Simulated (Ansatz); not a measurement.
Write the native input for Ansatz 0.2.0 that does the following.

| Quantity | Value |
| --- | --- |
| Task | band structure |
| Functional | RPBE |
| Potentials or basis | Ansatz PAW |
| Cutoff | 420 eV (not typed: the program's choice for these potentials) |
| k mesh | 9 × 9 × 9 |
| Occupations | fermi-dirac, width 0.05 eV |
| Spin | no spin polarisation |
| Path | [["G", "X", "W", "K", "G", "L", "U", "W", "L", "K"], ["U", "X"]] |
| Points for each segment of the path | 14 |

Crystal: SnO2.

```
CELL_PARAMETERS angstrom
0.00000 2.57415 2.57415
2.57415 0.00000 2.57415
2.57415 2.57415 0.00000
ATOMIC_POSITIONS crystal
Sn 0.00000 0.00000 0.00000
O 0.75000 0.75000 0.75000
O 0.25000 0.25000 0.25000
```

Measurements of this composition are mostly on another form, of space group No. 136.

These files were run (other wordings do the same):

input.yaml

```yaml
crystal:
  lattice:
    - [0.0, 2.57415, 2.57415]
    - [2.57415, 0.0, 2.57415]
    - [2.57415, 2.57415, 0.0]
  atoms:
    - { symbol: Sn, position: [0.0, 0.0, 0.0] }
    - { symbol: O, position: [0.75, 0.75, 0.75] }
    - { symbol: O, position: [0.25, 0.25, 0.25] }
hamiltonian:
  xc: rpbe
  pseudopotentials: { kind: paw }
kpoints:
  mp_grid: { grid: [9, 9, 9] }
  band_path:
    path:
      - [[0.0, 0.0, 0.0], [0.5, 0.0, 0.5], [0.5, 0.25, 0.75], [0.375, 0.375, 0.75], [0.0, 0.0, 0.0], [0.5, 0.5, 0.5], [0.625, 0.25, 0.625], [0.5, 0.25, 0.75], [0.5, 0.5, 0.5], [0.375, 0.375, 0.75]]
      - [[0.625, 0.25, 0.625], [0.5, 0.0, 0.5]]
    npoints: 14
scf:
  occupations: { method: fermi_dirac, width: 0.05 }
  n_extra_bands: 7
output:
  forces: true
  stress: true
  eigenvalues: true
  fatbands: false
```

Potentials or basis: Ansatz PAW.

Command:

```sh
$ ansatz run input.yaml --threads 2 --pin off --max-ram 5632MiB --backend cpu --events-out ev --progress --plain --runs-dir out
```

Results of the run:

```json
{"Pressure": "3.7 GPa", "Band gap on the k mesh": "none (metal or under the smearing width)"}
```

Caveat: the pressure holds a Pulay correction of +0.9 GPa for the finite cutoff; spin-orbit coupling is left out, which moves the levels of the heavy elements; the PAW data sets come from PBE, with cores solved anew for the run's functional, which leaves a small shift of forces and pressure.

Wall time 1.5 s on 2 threads of Arm Neoverse V2, with other jobs on the host, peak memory 0.29 GiB.
